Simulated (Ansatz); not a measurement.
KF built on the CsCl prototype, relaxed with r2SCAN in Ansatz: the symmetry is Pm-3m (No. 221, cubic); conventional cell a = 3.179 Å, 16.06 Å³ an atom. K has 8 F at 2.75 Å; F has 8 K at 2.75 Å. The primitive cell holds 2 atoms in 32.12 Å³. The calculation is spin-unpolarised, and the structure need not be a phase that has been made.

Computed values: PBE gives a gap of 6.82 eV and PBE0 (25 % exact exchange) 9.68 eV; one over PBE's mean ε∞ is 0.457. HSE06 (6×6×6) gives a least gap of 8.92 eV, with the direct gap within 0.05 eV of it. In PBE's bands the lowest conduction level rises by 0.073 eV from Γ to the point 0.0988 1/Å along Γ–X; the direct gap at Γ is 6.85 eV. PBEsol's static dielectric constant, on its own cell, is 10.0. r2SCAN's ε∞ is 2.11. On the PBEsol cell (Ω = 32.05 Å³ for two atoms) PBEsol gives ω_TO = 146.4 cm⁻¹, Z* = ±1.182 and ε∞ = 2.223.

What is the density?
The cell holds 1 K, 1 F: M = 1×39.098 + 1×18.998 = 58.10 u in V = 32.12 Å³. ρ = 1.66054 × M/V = 1.66054 × 58.10/32.12 = 3.004 g/cm³, for the static r2SCAN lattice.

Taking the gap as linear in the share of unscreened exchange, estimate the gap of the hybrid whose share is 1/ε∞.
The slope is (9.68 − 6.82)/0.25 = 11.44 eV per unit share, so E_g ≈ 6.82 + 11.44 × 0.457 = 12.05 eV. The run with that share gives 12.12 eV (6×6×6 mesh), +0.07 eV from the straight line.

At what wavelength does absorption set in by HSE06, excitons left aside?
λ = 1239.84 eV nm/E: 139 nm for the least gap. That lies in the ultraviolet, so by this gap the crystal is transparent to visible light.

Estimate the electron mass at Γ from the rise of PBE's conduction level.
A parabola gives m*/mₑ = (ħ²/2mₑ) k²/ΔE = 3.810 × 0.0988²/0.073 = 0.509. The band flattens away from Γ; with E(1 + E/E_g) = ħ²k²/2m* the mass at the edge is 0.509/(1 + 0.073/6.85) = 0.504 (1/E_g is only a rough value for the bending). It is PBE's mass, and a gap that is too small makes it too light.

With that mass, what binding energy and radius does a hydrogenic donor have?
E_D = 13.606 eV × m*/ε⁰² = 13.606 × 0.504/10.0² = 69 meV; a_D = 0.529 Å × ε⁰/m* = 10 Å. That spans several cells, as the model needs; central-cell and polaron corrections are left out.

What refractive index and reflectivity at normal incidence follow, below the gap and above the phonons?
n = √2.11 = 1.453; R = ((n − 1)/(n + 1))² = (0.453/2.453)² = 3.4 % a face.

Work out the longitudinal frequency.
ω_LO² − ω_TO² = 4π Z*² e²/(ε∞ μ Ω), with μ = 39.10×19.00/58.10 = 12.787 u and e² = 14.400 eV Å; √(eV/(u Å²)) is 521.47 cm⁻¹. That gives 7.55e+04 cm⁻², so ω_LO = √(146.4² + 7.55e+04) = 311.3 cm⁻¹; the program prints 311.3.

What static dielectric constant follows from Lyddane-Sachs-Teller, and how strong is the polar coupling 1/ε∞ − 1/ε⁰?
ε⁰ = ε∞ (ω_LO/ω_TO)² = 2.223 × (311.3/146.4)² = 10.05 (the run: 10.05). 1/ε∞ − 1/ε⁰ = 0.4498 − 0.0995 = 0.3503, the factor that enters the Fröhlich constant.

The meshes of the hybrids are coarse, so their gaps aren't converged to the digits shown.
